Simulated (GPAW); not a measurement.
Runs of GPAW 26.7.0 on AlPt. It takes space group Pm-3m (No. 221, cubic). Conventional cell: a = 3.092 Å, b = 3.092 Å, c = 3.092 Å, α = 90.00°, β = 90.00°, γ = 90.00°. Around Pt (site symmetry m-3m) lie 8 Al at 2.68 Å. Around Al (site symmetry m-3m) lie 8 Pt at 2.68 Å. Measurements of this composition are mostly on another form, of space group No. 198.

```csv
level,gap on the mesh (eV),pressure (GPa),relaxed volume (Å³/atom)
PBEsol+D3(BJ)+ATM,none,0.0,(a)
PBEsol,none,0.1,14.36
PBEsol+D4,none,0.0,14.13
PBEsol+D3(BJ),none,0.0,(b)
PBEsol+D3,none,0.0,14.00
```

Alike in all rows: task relaxation of cell and atoms; potentials or basis PAW data sets generated in the run's folder for this functional, pw; no spin polarisation; cell relaxed; k mesh 9 × 9 × 9; cutoff (eV) 600; smearing fermi-dirac 0.05 eV.

Q: Fill in the values left out.

A: (a) 14.04; (b) 13.94.

Caveats: later steps reuse the first step's grids; pairwise dispersion overbinds metals, which lowers pressure and volume (some runs).

A k mesh can miss the band edges, and the runs leave out spin-orbit coupling on Pt.

A gap of «none» marks a metal or a gap under the smearing width.
